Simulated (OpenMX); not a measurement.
Crystal: PtS2.

```
Pt S
1.0
     3.54320    0.00000    0.00000
    -1.77160    3.06850    0.00000
     0.00000    0.00000    5.03880
Pt S
1 2
Cartesian
  0.0000 0.0000 0.0000
  1.7716 1.0228 3.8950
  0.0000 2.0457 1.1438
```

Base run:

- Program: OpenMX 3.8.5
- Functional: PBE
- Potentials or basis: OpenMX 2013 PBE set, Pt7.0-s3p2d2, S7.0-s2p2d1, grid cutoff 400 Ry
- k mesh: 7 × 7 × 5
- Occupations: fermi-dirac, width 0.05 eV
- Spin: no spin polarisation

Its results: band gap on the k mesh 0.83 eV, indirect (least direct gap 1.14 eV); pressure 16.9 GPa; largest force 2.013 eV/Å.

**Question.** The run is repeated on the same cell with these changes: potentials or basis from OpenMX 2013 PBE set, Pt7.0-s3p2d2, S7.0-s2p2d1, grid cutoff 400 Ry to OpenMX 2013 PBE set, Pt7.0-s3p2d2f1, S7.0-s2p2d1f1, grid cutoff 400 Ry. What comes out?

**Answer.** Band gap on the k mesh 0.88 eV, indirect (least direct gap 1.16 eV); pressure 14.5 GPa; largest force 1.621 eV/Å.

Caveats: spin-orbit coupling is left out, which moves the levels of the heavy elements; the basis of atomic orbitals isn't converged, which shifts pressures, moduli and gaps; forces of over 1 eV/Å show positions far from the minimum, so gaps and moduli don't describe the material at rest.

A k mesh can miss the band edges.
